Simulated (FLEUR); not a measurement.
Co:

```
Co
1.0
     2.47200    0.00000    0.00000
    -1.23600    2.14081    0.00000
     0.00000    0.00000    4.02114
Co
2
Cartesian
  1.2360 0.7136 3.0159
  0.0000 1.4272 1.0053
```

Base run:

```yaml
Program: FLEUR MaX-R8.1 (later development tree)
Functional: PBE
Potentials_or_basis: all-electron
Basis: FLAPW
Kmax: 4.54 1/bohr
k_mesh: 12 × 12 × 7
Occupations: fermi-dirac, width 0.05 eV
Spin: collinear spin, ferromagnetic start
Starting_moments: "[2.0, 2.0] μB"
```

Its results: net moment 3.21 μB per cell; site moments Co +1.68 μB.

Question: The run is repeated on the same cell with these changes: functional from PBE to SCAN. What comes out?

Answer: Net moment 3.58 μB per cell; site moments Co +1.91 μB.

Caveats: the meta-GGA is that of a development version, with a GGA for the radial functions and cores and without core tails (some runs).

Not every run made on this cell is shown here.
